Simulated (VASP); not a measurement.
Wanted: the native input for a VASP 6.6.1 run.

```
Task                   : relaxation of cell and atoms
Functional             : PBE
Dispersion             : D3(BJ)
Potentials or basis    : VASP PAW PBE potentials, release 64 (Hf_pv, O)
Cutoff                 : 600 eV
k mesh                 : 8 × 8 × 8
Occupations            : gaussian, width 0.02 eV
Spin                   : no spin polarisation
Ladder                 : gaps
Further INCAR settings : ALGO = Normal; EDIFF = 1e-06; IBRION = 2; EDIFFG = -0.02; NSW = 60; ISIF = 3
```

The structure of HfO2 lies in POSCAR:

```
HfO2
1.0
    0.0000000000      2.5575000000      2.5575000000
    2.5575000000      0.0000000000      2.5575000000
    2.5575000000      2.5575000000      0.0000000000
Hf O
1 2
Direct
    0.0000000000      0.0000000000      0.0000000000
    0.7500000000      0.7500000000      0.7500000000
    0.2500000000      0.2500000000      0.2500000000
```

Measurements of this composition are mostly on another form, of space group No. 14.

One way to write it, as run:

INCAR

```
  PREC = Accurate
  ENCUT = 600
  EDIFF = 1E-6
  ISMEAR = 0
  SIGMA = 0.02
  LREAL = F
  LASPH = T
  NELM = 100
  ALGO = Normal
  ISIF = 3
  LWAVE = F
  LCHARG = F
  GGA = PE
  IVDW = 12
  IBRION = 2
  NSW = 60
  EDIFFG = -0.02
```

KPOINTS

```
regular mesh
0
Gamma
  8 8 8
```

Potentials or basis: VASP PAW PBE potentials, release 64 (Hf_pv, O).

The run is started by

```bash
$ cat potpaw_PBE.64/Hf_pv/POTCAR potpaw_PBE.64/O/POTCAR > POTCAR
$ mpirun -np 1 vasp_std > vasp.out
```

It gave:

- Relaxed volume: 10.71 Å³/atom
- Relaxed cell: a = 3.569 Å, b = 3.569 Å, c = 3.569 Å, α = 60.00°, β = 60.00°, γ = 60.00°
- Space group after relaxing (to 0.05 Å): Fm-3m (No. 225)
- Energy gained by relaxing: 14.1 meV/atom
- Ionic steps: 3
- Pressure after relaxing: -0.1 GPa
- Band gap on the k mesh: 3.84 eV, direct
- Dispersion energy per atom: -0.243 eV

Caveat: spin-orbit coupling is left out, which moves the levels of the heavy elements.

Run time: 50 s on 1 thread of Intel(R) Xeon(R) Platinum 8259CL CPU @ 2.50GHz (Skylake/Cascade Lake) (shared host), peak memory 0.19 GiB.
